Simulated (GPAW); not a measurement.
Runs of GPAW 26.7.0 on C. Symmetry: Fd-3m, No. 227, cubic system. The conventional cell has a = 3.567 Å, b = 3.567 Å, c = 3.567 Å, α = 90.00°, β = 90.00°, γ = 90.00°. Around C (site symmetry -43m) lie 4 C at 1.54 Å. This isn't the form of C at room conditions, which is graphite.

```csv
task,level,potentials or basis,cell,k mesh,cutoff (eV),eigensolver,maxiter,convergence,supercell,supercell k mesh,mesh quality,gap on the mesh (eV),pressure (GPa),V0 of scaled cells (Å³/atom),B0 (GPa)
phonons,OLYP,"PAW data sets generated in the run's folder for this functional, pw",relaxed,13 × 13 × 13,680,davidson,150,density=1e-06 eigenstates=1e-09,2 × 2 × 2,7 × 7 × 7,not flagged,4.14,0.0,-,-
equation of state,RPBE+D4,"the program's PAW data sets (release 1.2.1) made for this functional, pw",as given,10 × 10 × 10,800,-,150,-,-,-,not flagged,-,-,5.60,449
equation of state,B3LYP,"GPAW PAW data sets (gpaw-data 1.2.1), pw",as given,5 × 5 × 5,600,-,60,-,-,-,coarse,-,-,5.69,(c)
equation of state,revPBE+D4,"the program's PAW data sets (release 1.2.1) made for this functional, pw",as given,10 × 10 × 10,800,-,150,-,-,-,not flagged,-,-,5.59,449
single point,PBEsol0,"GPAW PAW data sets (gpaw-data 1.2.1), pw",as given,6 × 6 × 6,600,-,60,-,-,-,coarse,5.99,-,-,-
band structure,r4SCAN,"GPAW PAW data sets (gpaw-data 1.2.1), pw",as given,10 × 10 × 10,800,-,150,-,-,-,not flagged,(b),(d),-,-
band structure,LDA,"the program's PAW data sets (release 1.2.1) made for this functional, pw",as given,10 × 10 × 10,800,-,150,-,-,-,not flagged,4.13,-13.5,-,-
equation of state,LDA,"JTH PAW 2.0, LDA, pw",as given,10 × 10 × 10,800,-,150,-,-,-,not flagged,-,-,5.50,480
equation of state,PW91,"PAW data sets generated in the run's folder for this functional, pw",as given,10 × 10 × 10,800,-,150,-,-,-,not flagged,-,-,5.69,433
equation of state,revPBE+D3(BJ),"the program's PAW data sets (release 1.2.1) made for this functional, pw",as given,10 × 10 × 10,800,-,150,-,-,-,not flagged,-,-,(a),441
equation of state,OLYP+D3,"PAW data sets generated in the run's folder for this functional, pw",as given,10 × 10 × 10,800,davidson,150,-,-,-,not flagged,-,-,5.56,449
```

Alike in all rows: no spin polarisation; smearing fermi-dirac 0.05 eV.

Q: Fill in the values left out.

A: (a) 5.62; (b) 4.46; (c) 447; (d) -3.6.

Caveats: some runs use coarse meshes; the PAW data sets were made with another functional, which shifts forces and pressure a little (some runs); the cutoff is short for stress and forces, so pressures can be off by a GPa or more (some runs); phonon bands are interpolated from a small supercell (some runs); an odd mesh through Γ misses points on the zone boundary, where band edges often lie (some runs); the program truncates these outside data sets (some runs).

Runs at the PBE level aren't shown here.
